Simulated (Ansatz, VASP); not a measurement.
# GaP in two plane-wave programs, part 2 of 4

One calculation is typed for both programs; each brings its own data sets. How far apart do they land? The cell is taken from a series of runs on this material, whose earlier steps may have relaxed, scaled, displaced or heated it; both programs get it as it stands.

VASP 6.6.1 and Ansatz 0.2.0.

So far. Step 2 (VASP: single point, r2SCAN, spin-orbit coupling, pair 1): The run ends at a pressure of 0.85 GPa, with forces up to 3.8e-4 eV/Å.

### 3. Ansatz: single point, r2SCAN, spin-orbit coupling, pair 1

Level of this step: Ansatz beside VASP: Kohn-Sham DFT, plane waves, r2SCAN, spin-orbit coupling (Ansatz).

Ansatz runs on its PAW fully relativistic soft_1 files.

The same cell, functional, mesh and smearing now go to Ansatz, which takes its cutoff from its data sets.

Contents of input.yaml:

```yaml
crystal:
  lattice:
    - [-0.0278453513, 2.6990790156, 2.7482162496]
    - [2.6990790156, -0.0278453513, 2.7482162496]
    - [2.6712336643, 2.6712336643, 0.0]
  atoms:
    - { symbol: Ga, position: [0.0013918593, 0.0013918593, -0.0013918593] }
    - { symbol: P, position: [0.7486081407, 0.7486081407, 0.7513918593] }
kpoints:
  mp_grid: { grid: [8, 8, 8] }
hamiltonian:
  xc: r2scan
  pseudopotentials: { kind: paw_fr, azcp: { folder: soft_1 } }
scf:
  occupations: { method: gaussian, width: 0.01 }
  n_extra_bands: 16
output:
  eigenvalues: true
  eigenstates:
    kpoints:
      - [0.000103669, 0.427669702, 0.427773372]
      - [6.8215e-05, 0.431106276, 0.431174492]
      - [0.003540243, 0.427634248, 0.431174492]
      - [0.003602807, 0.43116884, 0.427773372]
      - [0.002508624, 0.430074658, 0.432583282]
      - [-0.002351425, 0.430124797, 0.427773372]
      - [0.002552864, 0.432573991, 0.430178327]
      - [-0.002395664, 0.427625463, 0.430178327]
      - [0.005007958, 0.430118897, 0.430178327]
      - [5.943e-05, 0.425170369, 0.430178327]
      - [0.004087535, 0.431653568, 0.431700647]
      - [4.7079e-05, 0.427613112, 0.431700647]
      - [0.000119321, 0.431694507, 0.427773372]
      - [0.004128474, 0.427685354, 0.427773372]
      - [0.000139123, 0.424233128, 0.424372251]
      - [-0.003332905, 0.427705156, 0.424372251]
      - [-0.003395468, 0.424170565, 0.427773372]
      - [-0.002301286, 0.425264747, 0.422963461]
      - [0.002558764, 0.425214608, 0.427773372]
      - [-0.002345525, 0.422765413, 0.425368416]
      - [0.002603003, 0.427713941, 0.425368416]
      - [-0.00480062, 0.425220508, 0.425368416]
      - [0.000147908, 0.430169036, 0.425368416]
      - [-0.003880197, 0.423685836, 0.423846096]
      - [0.00016026, 0.427726293, 0.423846096]
      - [8.8017e-05, 0.423644898, 0.427773372]
      - [-0.003921135, 0.42765405, 0.427773372]
      - [-2.9283e-05, 0.440556855, 0.440527573]
      - [0.012990822, 0.427536751, 0.440527573]
      - [0.013225435, 0.440791468, 0.427773372]
      - [0.009122251, 0.436688284, 0.445810536]
      - [-0.009102935, 0.436876307, 0.427773372]
      - [0.009288148, 0.446060785, 0.436791954]
      - [-0.009268832, 0.427503806, 0.436791954]
      - [0.018494752, 0.436854181, 0.436791954]
      - [-6.2227e-05, 0.418297201, 0.436791954]
      - [0.015043166, 0.442609199, 0.442500655]
      - [-0.000108544, 0.427457489, 0.442500655]
      - [0.000162363, 0.442762718, 0.427773372]
      - [0.015196685, 0.427728396, 0.427773372]
      - [0.000236621, 0.414782549, 0.41501917]
      - [-0.012783484, 0.427802654, 0.41501917]
      - [-0.013018097, 0.414547936, 0.427773372]
      - [-0.008914913, 0.41865112, 0.409736207]
      - [0.009310274, 0.418463098, 0.427773372]
      - [-0.009080809, 0.409278619, 0.418754789]
      - [0.00947617, 0.427835599, 0.418754789]
      - [-0.018287414, 0.418485224, 0.418754789]
      - [0.000269566, 0.437042203, 0.418754789]
      - [-0.014835827, 0.412730206, 0.413046088]
      - [0.000315883, 0.427881916, 0.413046088]
      - [4.4975e-05, 0.412576686, 0.427773372]
      - [-0.014989347, 0.427611008, 0.427773372]
      - [0.461837486, 0.461837486, 0.0]
      - [0.461802032, 0.46527406, 0.00340112]
      - [0.46527406, 0.461802032, 0.00340112]
      - [0.465336623, 0.465336623, 0.0]
      - [0.464242441, 0.464242441, 0.004809911]
      - [0.459382391, 0.46429258, 0.0]
      - [0.46428668, 0.466741774, 0.002404955]
      - [0.459338152, 0.461793247, 0.002404955]
      - [0.466741774, 0.46428668, 0.002404955]
      - [0.461793247, 0.459338152, 0.002404955]
      - [0.465821351, 0.465821351, 0.003927275]
      - [0.461780895, 0.461780895, 0.003927275]
      - [0.461853137, 0.46586229, 0.0]
      - [0.46586229, 0.461853137, 0.0]
      - [0.461872939, 0.458400911, -0.00340112]
      - [0.458400911, 0.461872939, -0.00340112]
      - [0.458338348, 0.458338348, 0.0]
      - [0.45943253, 0.45943253, -0.004809911]
      - [0.46429258, 0.459382391, 0.0]
      - [0.459388291, 0.456933197, -0.002404955]
      - [0.464336819, 0.461881725, -0.002404955]
      - [0.456933197, 0.459388291, -0.002404955]
      - [0.461881725, 0.464336819, -0.002404955]
      - [0.45785362, 0.45785362, -0.003927275]
      - [0.461894076, 0.461894076, -0.003927275]
      - [0.461821834, 0.457812681, 0.0]
      - [0.457812681, 0.461821834, 0.0]
      - [0.461704534, 0.474724639, 0.012754201]
      - [0.474724639, 0.461704534, 0.012754201]
      - [0.474959252, 0.474959252, 0.0]
      - [0.470856068, 0.470856068, 0.018037164]
      - [0.452630881, 0.47104409, 0.0]
      - [0.471021964, 0.480228569, 0.009018582]
      - [0.452464985, 0.461671589, 0.009018582]
      - [0.480228569, 0.471021964, 0.009018582]
      - [0.461671589, 0.452464985, 0.009018582]
      - [0.476776982, 0.476776982, 0.014727283]
      - [0.461625272, 0.461625272, 0.014727283]
      - [0.46189618, 0.476930502, 0.0]
      - [0.476930502, 0.46189618, 0.0]
      - [0.461970437, 0.448950333, -0.012754201]
[... 10 lines left out ...]
      - [0.462049699, 0.462049699, -0.014727283]
      - [0.461778791, 0.446744469, 0.0]
      - [0.446744469, 0.461778791, 0.0]
      - [0.0, 0.5, 0.0]
      - [-3.5454e-05, 0.503436574, 0.00340112]
      - [0.003436574, 0.499964546, 0.00340112]
      - [0.003499138, 0.503499138, 0.0]
      - [0.002404955, 0.502404955, 0.004809911]
      - [-0.002455095, 0.502455095, 0.0]
      - [0.002449194, 0.504904289, 0.002404955]
      - [-0.002499334, 0.499955761, 0.002404955]
      - [0.004904289, 0.502449194, 0.002404955]
      - [-4.4239e-05, 0.497500666, 0.002404955]
      - [0.003983866, 0.503983866, 0.003927275]
      - [-5.659e-05, 0.49994341, 0.003927275]
      - [1.5652e-05, 0.504024804, 0.0]
      - [0.004024804, 0.500015652, 0.0]
      - [3.5454e-05, 0.496563426, -0.00340112]
      - [-0.003436574, 0.500035454, -0.00340112]
      - [-0.003499138, 0.496500862, 0.0]
      - [-0.002404955, 0.497595045, -0.004809911]
      - [0.002455095, 0.497544905, 0.0]
      - [-0.002449194, 0.495095711, -0.002404955]
      - [0.002499334, 0.500044239, -0.002404955]
      - [-0.004904289, 0.497550806, -0.002404955]
      - [4.4239e-05, 0.502499334, -0.002404955]
      - [-0.003983866, 0.496016134, -0.003927275]
      - [5.659e-05, 0.50005659, -0.003927275]
      - [-1.5652e-05, 0.495975196, 0.0]
      - [-0.004024804, 0.499984348, 0.0]
      - [-0.000132952, 0.512887153, 0.012754201]
      - [0.012887153, 0.499867048, 0.012754201]
      - [0.013121766, 0.513121766, 0.0]
      - [0.009018582, 0.509018582, 0.018037164]
      - [-0.009206604, 0.509206604, 0.0]
      - [0.009184479, 0.518391083, 0.009018582]
      - [-0.009372501, 0.499834104, 0.009018582]
      - [0.018391083, 0.509184479, 0.009018582]
      - [-0.000165896, 0.490627499, 0.009018582]
      - [0.014939497, 0.514939497, 0.014727283]
      - [-0.000212214, 0.499787786, 0.014727283]
      - [5.8694e-05, 0.515093016, 0.0]
      - [0.015093016, 0.500058694, 0.0]
      - [0.000132952, 0.487112847, -0.012754201]
      - [-0.012887153, 0.500132952, -0.012754201]
      - [-0.013121766, 0.486878234, 0.0]
      - [-0.009018582, 0.490981418, -0.018037164]
      - [0.009206604, 0.490793396, 0.0]
      - [-0.009184479, 0.481608917, -0.009018582]
      - [0.009372501, 0.500165896, -0.009018582]
      - [-0.018391083, 0.490815521, -0.009018582]
      - [0.000165896, 0.509372501, -0.009018582]
      - [-0.014939497, 0.485060503, -0.014727283]
      - [0.000212214, 0.500212214, -0.014727283]
      - [-5.8694e-05, 0.484906984, 0.0]
      - [-0.015093016, 0.499941306, 0.0]
      - [0.0, 0.0, 0.5]
      - [-3.5454e-05, 0.003436574, 0.50340112]
      - [0.003436574, -3.5454e-05, 0.50340112]
      - [0.003499138, 0.003499138, 0.5]
      - [0.002404955, 0.002404955, 0.504809911]
      - [-0.002455095, 0.002455095, 0.5]
      - [0.002449194, 0.004904289, 0.502404955]
      - [-0.002499334, -4.4239e-05, 0.502404955]
      - [0.004904289, 0.002449194, 0.502404955]
      - [-4.4239e-05, -0.002499334, 0.502404955]
      - [0.003983866, 0.003983866, 0.503927275]
      - [-5.659e-05, -5.659e-05, 0.503927275]
      - [1.5652e-05, 0.004024804, 0.5]
      - [0.004024804, 1.5652e-05, 0.5]
      - [3.5454e-05, -0.003436574, 0.49659888]
      - [-0.003436574, 3.5454e-05, 0.49659888]
      - [-0.003499138, -0.003499138, 0.5]
      - [-0.002404955, -0.002404955, 0.495190089]
      - [0.002455095, -0.002455095, 0.5]
      - [-0.002449194, -0.004904289, 0.497595045]
      - [0.002499334, 4.4239e-05, 0.497595045]
      - [-0.004904289, -0.002449194, 0.497595045]
      - [4.4239e-05, 0.002499334, 0.497595045]
      - [-0.003983866, -0.003983866, 0.496072725]
      - [5.659e-05, 5.659e-05, 0.496072725]
      - [-1.5652e-05, -0.004024804, 0.5]
      - [-0.004024804, -1.5652e-05, 0.5]
      - [-0.000132952, 0.012887153, 0.512754201]
      - [0.012887153, -0.000132952, 0.512754201]
      - [0.013121766, 0.013121766, 0.5]
      - [0.009018582, 0.009018582, 0.518037164]
      - [-0.009206604, 0.009206604, 0.5]
      - [0.009184479, 0.018391083, 0.509018582]
      - [-0.009372501, -0.000165896, 0.509018582]
      - [0.018391083, 0.009184479, 0.509018582]
      - [-0.000165896, -0.009372501, 0.509018582]
      - [0.014939497, 0.014939497, 0.514727283]
      - [-0.000212214, -0.000212214, 0.514727283]
      - [5.8694e-05, 0.015093016, 0.5]
      - [0.015093016, 5.8694e-05, 0.5]
      - [0.000132952, -0.012887153, 0.487245799]
      - [-0.012887153, 0.000132952, 0.487245799]
      - [-0.013121766, -0.013121766, 0.5]
      - [-0.009018582, -0.009018582, 0.481962836]
      - [0.009206604, -0.009206604, 0.5]
      - [-0.009184479, -0.018391083, 0.490981418]
      - [0.009372501, 0.000165896, 0.490981418]
      - [-0.018391083, -0.009184479, 0.490981418]
      - [0.000165896, 0.009372501, 0.490981418]
      - [-0.014939497, -0.014939497, 0.485272717]
      - [0.000212214, 0.000212214, 0.485272717]
      - [-5.8694e-05, -0.015093016, 0.5]
      - [-0.015093016, -5.8694e-05, 0.5]
      - [0.0, 0.0, 0.0]
      - [-3.5454e-05, 0.003436574, 0.00340112]
      - [0.003436574, -3.5454e-05, 0.00340112]
      - [0.003499138, 0.003499138, 0.0]
      - [0.002404955, 0.002404955, 0.004809911]
      - [-0.002455095, 0.002455095, 0.0]
      - [0.002449194, 0.004904289, 0.002404955]
      - [-0.002499334, -4.4239e-05, 0.002404955]
      - [0.004904289, 0.002449194, 0.002404955]
      - [-4.4239e-05, -0.002499334, 0.002404955]
      - [0.003983866, 0.003983866, 0.003927275]
      - [-5.659e-05, -5.659e-05, 0.003927275]
      - [1.5652e-05, 0.004024804, 0.0]
      - [0.004024804, 1.5652e-05, 0.0]
      - [3.5454e-05, -0.003436574, -0.00340112]
      - [-0.003436574, 3.5454e-05, -0.00340112]
      - [-0.003499138, -0.003499138, 0.0]
      - [-0.002404955, -0.002404955, -0.004809911]
      - [0.002455095, -0.002455095, 0.0]
      - [-0.002449194, -0.004904289, -0.002404955]
      - [0.002499334, 4.4239e-05, -0.002404955]
      - [-0.004904289, -0.002449194, -0.002404955]
      - [4.4239e-05, 0.002499334, -0.002404955]
      - [-0.003983866, -0.003983866, -0.003927275]
      - [5.659e-05, 5.659e-05, -0.003927275]
      - [-1.5652e-05, -0.004024804, 0.0]
      - [-0.004024804, -1.5652e-05, 0.0]
      - [-0.000132952, 0.012887153, 0.012754201]
      - [0.012887153, -0.000132952, 0.012754201]
      - [0.013121766, 0.013121766, 0.0]
      - [0.009018582, 0.009018582, 0.018037164]
      - [-0.009206604, 0.009206604, 0.0]
      - [0.009184479, 0.018391083, 0.009018582]
      - [-0.009372501, -0.000165896, 0.009018582]
      - [0.018391083, 0.009184479, 0.009018582]
      - [-0.000165896, -0.009372501, 0.009018582]
      - [0.014939497, 0.014939497, 0.014727283]
      - [-0.000212214, -0.000212214, 0.014727283]
      - [5.8694e-05, 0.015093016, 0.0]
      - [0.015093016, 5.8694e-05, 0.0]
      - [0.000132952, -0.012887153, -0.012754201]
      - [-0.012887153, 0.000132952, -0.012754201]
      - [-0.013121766, -0.013121766, 0.0]
      - [-0.009018582, -0.009018582, -0.018037164]
      - [0.009206604, -0.009206604, 0.0]
      - [-0.009184479, -0.018391083, -0.009018582]
      - [0.009372501, 0.000165896, -0.009018582]
      - [-0.018391083, -0.009184479, -0.009018582]
      - [0.000165896, 0.009372501, -0.009018582]
      - [-0.014939497, -0.014939497, -0.014727283]
      - [0.000212214, 0.000212214, -0.014727283]
      - [-5.8694e-05, -0.015093016, 0.0]
      - [-0.015093016, -5.8694e-05, 0.0]
      - [0.0, 0.0, 0.0]
      - [-3.5454e-05, 0.003436574, 0.00340112]
      - [0.003436574, -3.5454e-05, 0.00340112]
      - [0.003499138, 0.003499138, 0.0]
      - [0.002404955, 0.002404955, 0.004809911]
      - [-0.002455095, 0.002455095, 0.0]
      - [0.002449194, 0.004904289, 0.002404955]
      - [-0.002499334, -4.4239e-05, 0.002404955]
      - [0.004904289, 0.002449194, 0.002404955]
      - [-4.4239e-05, -0.002499334, 0.002404955]
      - [0.003983866, 0.003983866, 0.003927275]
      - [-5.659e-05, -5.659e-05, 0.003927275]
      - [1.5652e-05, 0.004024804, 0.0]
      - [0.004024804, 1.5652e-05, 0.0]
      - [3.5454e-05, -0.003436574, -0.00340112]
      - [-0.003436574, 3.5454e-05, -0.00340112]
      - [-0.003499138, -0.003499138, 0.0]
      - [-0.002404955, -0.002404955, -0.004809911]
      - [0.002455095, -0.002455095, 0.0]
      - [-0.002449194, -0.004904289, -0.002404955]
      - [0.002499334, 4.4239e-05, -0.002404955]
      - [-0.004904289, -0.002449194, -0.002404955]
      - [4.4239e-05, 0.002499334, -0.002404955]
      - [-0.003983866, -0.003983866, -0.003927275]
      - [5.659e-05, 5.659e-05, -0.003927275]
      - [-1.5652e-05, -0.004024804, 0.0]
      - [-0.004024804, -1.5652e-05, 0.0]
      - [-0.000132952, 0.012887153, 0.012754201]
      - [0.012887153, -0.000132952, 0.012754201]
      - [0.013121766, 0.013121766, 0.0]
      - [0.009018582, 0.009018582, 0.018037164]
      - [-0.009206604, 0.009206604, 0.0]
      - [0.009184479, 0.018391083, 0.009018582]
      - [-0.009372501, -0.000165896, 0.009018582]
      - [0.018391083, 0.009184479, 0.009018582]
      - [-0.000165896, -0.009372501, 0.009018582]
      - [0.014939497, 0.014939497, 0.014727283]
      - [-0.000212214, -0.000212214, 0.014727283]
      - [5.8694e-05, 0.015093016, 0.0]
      - [0.015093016, 5.8694e-05, 0.0]
      - [0.000132952, -0.012887153, -0.012754201]
      - [-0.012887153, 0.000132952, -0.012754201]
      - [-0.013121766, -0.013121766, 0.0]
      - [-0.009018582, -0.009018582, -0.018037164]
      - [0.009206604, -0.009206604, 0.0]
      - [-0.009184479, -0.018391083, -0.009018582]
      - [0.009372501, 0.000165896, -0.009018582]
      - [-0.018391083, -0.009184479, -0.009018582]
      - [0.000165896, 0.009372501, -0.009018582]
      - [-0.014939497, -0.014939497, -0.014727283]
      - [0.000212214, 0.000212214, -0.014727283]
      - [-5.8694e-05, -0.015093016, 0.0]
      - [-0.015093016, -5.8694e-05, 0.0]
magnetization:
  noncollinear: true
  spin_orbit: true
checkpoint:
  read: start.run
  write: ck
  compress: false
  write_wavefunctions: false
  write_every: 100000
```

Started as:

```sh
$ ansatz run input.yaml --threads 4 --pin off --max-ram 9216MiB --backend cpu --events-out ev --progress --plain --runs-dir out
```

Numbers of over 12 decimals in the logs are rounded to 6 here.

Output:

```text
scf.n_extra_bands = 16 over 18 filled bands (N_el = 18.0): the run solves 34 bands
Engine: ansatz 0.2.0, x86_64-unknown-linux-gnu
Pseudopotentials: kind: paw_fr
Pseudopotential: Ga, paw, valence charge 13, recommended cutoff 500 eV (meta_gga), soft_1/Ga.paw.azcp
Pseudopotential: P, paw, valence charge 5, recommended cutoff 500 eV (meta_gga), soft_1/P.paw.azcp
Functional definition: r2SCAN
  parameter k0 = 0.174
  parameter k1 = 0.065
  parameter a1 = 4.9479
  exchange = r2scan_x(k0 = k0, k1 = k1, a1 = a1)
  correlation = r2scan_c
non-collinear run that drives no moment, with spin-orbit: no starting moment large enough to seed its density (crystal.atoms[].spin), no starting occupations that ask for one, no magnetisation constraint and no magnetic field, so the semilocal B_xc is pinned to zero
Crystal: 2 atoms, lattice volume = 40.037 Å³
Basis set: ecut = 500 eV, 987 PW (Γ), exchange–correlation on 120×120×120 points (64 copies of the dense FFT grid, shifted against one another)
Bands: 34, of which v1, the nominal top of the filled ones, is band 18 counted from 1 (17 counted from 0)
Symmetry: 4 space group operations + 4 with time reversal
Magnetic group: BNS 44.230 (UNI 328), of the structure as read, at distance tolerance 3.4e-5 Å
k-points: 95 of 512 (time reversal used)
Projection manifold: j_resolved (fully-relativistic pseudo-atomic orbitals)
Non-local potential: Ga, projectors of the file, resolved by j, l = 0: 2, l = 1: 4, l = 2: 6, l = 3: 2
Non-local potential: P, projectors of the file, resolved by j, l = 0: 2, l = 1: 4, l = 2: 2
PAW form: soft (Blöchl's): semilocal exchange-correlation on the pseudo side does not see the compensation charge
PAW frozen core: Ga, regenerated for the run's functional (the file was generated under x = pbe(κ = 0.804, μ = 0.219515), c = pbe(β = 0.066725))
PAW frozen core: P, regenerated for the run's functional (the file was generated under x = pbe(κ = 0.804, μ = 0.219515), c = pbe(β = 0.066725))
PAW one-centre angular grid: Ga, 590 points (default); XC on 224 Gauss nodes
PAW one-centre angular grid: P, 302 points (default); XC on 160 Gauss nodes
Initial density: read from a saved state, or passed on in memory by an earlier SCF of this step, an earlier step, the calling program or the single point that the run made first
Initial wavefunctions: pseudopotential atomic-orbital guess
Functional: x = r2scan, c = r2scan; τ floored in thin density (d = 2e-4 eV/Å³)
iter 1 solved again at ethr=3.56e-6 eV; its pass at ethr=3.10e-3 eV (dr2=6.40e-4 eV) is discarded
SCF iter   1: F=—  HF=-4547.767261 eV  |F-HF|=—  |Δ(HF+E_count)|=         —  Δρ=2.60e-6  dr2=1.26e-9  dr2_τ=2.01e-11  dr2_m=0.00e0 (ungated)  ethr=3.56e-6  |M|=0.00e0 ∫|m|=0.00e0 μB  |m|>n=0.0e0 m-floor=0.0e0 τ_xc=0.0e0  β_m=0.30  ⟨swp⟩=4.7  Hψ=28746  notcnv=0
eigensolver tolerance schedule: the retry pair's looser diagonalisation over-reported the residual by 507763.63 of it (diagonalisation noise at an unbounded share of the residual, at the tolerance the schedule requests for it); recorded, not acted on — ethr = c·dr2/N_el stays at c = 1.0e-1
preconditioner: auto → none  [insulator: Δε(μ)=1.689 eV  Ē_g=19.741 eV  σ=0.010 eV  W_gap=1.00  n_scr=14 (ndim 8)  ℏωp=24.9 eV  f_vac=0.007  D(μ)=0.00/eV (n_scr^D=0)  ε∞_Penn≈2.6]
SCF iter   2: F=—  HF=-4547.767262 eV  |F-HF|=—  |Δ(HF+E_count)|=   6.22e-7  Δρ=9.42e-7  dr2=2.54e-10  dr2_τ=1.52e-11  dr2_m=0.00e0 (ungated)  ethr=7.00e-12  |M|=0.00e0 ∫|m|=0.00e0 μB  |m|>n=0.0e0 m-floor=0.0e0 τ_xc=0.0e0  β_m=0.26  ⟨swp⟩=6.9  Hψ=13516  notcnv=0
SCF iter   3: F=-4547.767262 eV  HF=-4547.767262 eV  |F-HF|=3.09e-11  |Δ(HF+E_count)|=  4.00e-11  Δρ=6.58e-7  dr2=1.04e-10  dr2_τ=1.37e-12  dr2_m=0.00e0 (ungated)  ethr=1.41e-12  |M|=0.00e0 ∫|m|=0.00e0 μB  |m|>n=0.0e0 m-floor=0.0e0 τ_xc=0.0e0  ⟨swp⟩=1.0  Hψ=6880  notcnv=0
SCF 1 converged in 3 iterations: F = -4547.767262 eV  dr2 = 1.04e-10
  greatest PAW one-centre occupation: 0.993 electrons in one spin orbital (limit 2), on the Ga atom at site 0 (counted from 0), in its partial waves of l = 2
NSCF: frozen V_eff on 318 k-points
SCF converged after 3 iterations
Magnetization: |M| = 0.0000 μB,  M = (+0.0000, +0.0000, +0.0000) μB
Absolute magnetization: 0.0000 μB (∫|m|)
  site 0: m = (+0.0000, +0.0000, +0.0000) μB, |m| = 0.0000 μB  (R = 0.97 Å)
  site 1: m = (+0.0000, +0.0000, +0.0000) μB, |m| = 0.0000 μB  (R = 0.97 Å)
Free energy (F): -4547.767262 eV
Harris-Foulkes:  -4547.767262 eV  (|F-HF|=3.09e-11)
Internal energy: -4547.767262 eV  (E = F + TS)
E sigma→0 (E₀):  -4547.767262 eV
Fermi energy:    8.002694 eV
--- Per-component energies (eV) ---
  E_band       = -65.700320
  E_kinetic    = 180.446958
  E_local      = -1670.353612  (includes V_loc(G=0)·N_el)
  E_nonlocal   = -58.737256
  E_hartree    = 1015.653834
  E_xc         = -125.902120
  E_vxc        = -123.371329  (∫ρ·V_xc dr)
  E_paw        = -2570.632393  (= ΣΔE_a)
  E_vpaw       = -430.895556  (= ΣTr[D̂ρ^β])
  E_aug_tail   = 0.000033  (compensation charges beyond the density's cutoff)
  E_vtau       = 5.902853  (kinetic-family band-sum trace: ∫τ·v_τ [+ j·A + Jᵃ·Aᵃ] dr)
  E_ewald      = -1317.513395
  E_core_change = -0.729310  (= ΣΔE_core)
  E_smearing   = -0.000000  (= −TS)
  E_closure    = 0.000000  (closes the sum)
  Σ components = -4547.767262   (vs F -4547.767262, Δ=0.00e0)
--- Band table (eV; the first three rows and the last of 95) ---
  k-point 0: bands = [... 14 lower, 6.9907, 6.9907, 7.1582, 7.1582, 9.4626, 9.4626, 11.0264, 11.0264, ... 12 higher]
  k-point 1: bands = [... 14 lower, 6.7170, 6.7172, 6.7755, 6.7794, 9.8956, 9.8969, 11.4201, 11.4323, ... 12 higher]
  k-point 2: bands = [... 14 lower, 6.2408, 6.2412, 6.3100, 6.3145, 9.5174, 9.5175, 12.0069, 12.0132, ... 12 higher]
  k-point 94: bands = [... 14 lower, 4.1383, 4.1383, 4.4050, 4.4050, 8.9034, 8.9034, 9.3344, 9.3344, ... 12 higher]
```

### 4. Differences

Known differences besides the potentials themselves: spin-orbit coupling enters by fully relativistic files in Ansatz and inside the spheres in VASP; VASP keeps PBE cores, Ansatz makes them for the functional; the cutoff is 500 eV in Ansatz and 440 eV in VASP. Total energies have different zeros and are not compared.

Compared:

```
              quantity  Ansatz   VASP  difference
gap on the k mesh (eV)   1.689  1.694      -0.005
```

A gap on the mesh is an upper bound, since the band edges may lie between its points.

[end of part 2 of 4]

[Lines on the potential files, build, host, timing and source positions are cut from VASP's logs without a mark.]

[Logs are printed without paths, hosts, clocks, repeated set-up lines and the standing remarks that a program may print on its own settings, such as how far it seeks lower states.]

[Hosts, paths, dates, database ids (printed as entryN), source tags and the programs' standing remarks are cut or masked in the printed files.]
